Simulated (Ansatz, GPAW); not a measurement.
AlCu3: programs and potentials compared

```xyz
4
Lattice="0.0000 2.8880 2.8880 2.8880 0.0000 2.8880 2.8880 2.8880 0.0000" Properties=species:S:1:pos:R:3 pbc="T T T"
Cu    4.3320    4.3320    4.3320
Cu    1.4440    1.4440    1.4440
Cu    2.8880    2.8880    2.8880
Al    0.0000    0.0000    0.0000
```

The cell comes from a database or a generator and needn't be the stable form of this composition.

Alike in all runs: task band structure; functional PBEsol; k mesh 8 × 8 × 8; occupations fermi-dirac, width 0.05 eV; no spin polarisation; no spin-orbit coupling. Pressure is positive in compression and, in plane waves, holds the error of the finite cutoff, which Ansatz's Pulay term estimates and takes out.

```json
{"program and potentials": "Ansatz, PAW datasets made for the crystal", "plane-wave cutoff (eV)": "320", "notes": "-", "band gap (eV)": "no gap", "pressure (GPa)": "-0.76"}
{"program and potentials": "GPAW, PAW data sets generated for this functional", "plane-wave cutoff (eV)": "600", "notes": "this data set often lies off other programs", "band gap (eV)": "no gap", "pressure (GPa)": "0.70"}
{"program and potentials": "Ansatz, all-electron LAPW, scalar-relativistic", "plane-wave cutoff (eV)": "-", "notes": "-", "band gap (eV)": "no gap", "pressure (GPa)": "-0.77"}
```

None finds a gap. The pressure spans -0.77 (Ansatz, all-electron LAPW, scalar-relativistic) to 0.70 GPa (GPAW, PAW data sets generated for this functional), with all-electron results at -0.77.

Differences between rows come from potentials, basis sets and numerical settings, since the functional is the same but for its coding. Runs on potential files found faulty are left out.

The cell is the cubic D0₃ arrangement, the ordered form of the β phase in Cu-Al, and its metallic character is what a Hume-Rothery electron compound should show. The copper d shell is essentially full and lies below the Fermi level, where broad sp states of both elements, hybridised with some d character, carry the conduction.

The pressures differ in sign, so the runs disagree on whether this cell is slightly too large or slightly too small. The PAW result at -0.76 GPa practically reproduces the all-electron -0.77 GPa, which favours a slightly stretched cell. An incomplete plane-wave basis normally lowers the computed pressure, so it can't account for the positive GPAW value, and removing that error would widen the disagreement. The description of the core region is the more probable source. For a metal this stiff, the spread corresponds to only a small change in lattice parameter.

A small hydrostatic pressure says nothing about resistance to the shear that drives the martensitic transformation of this phase.
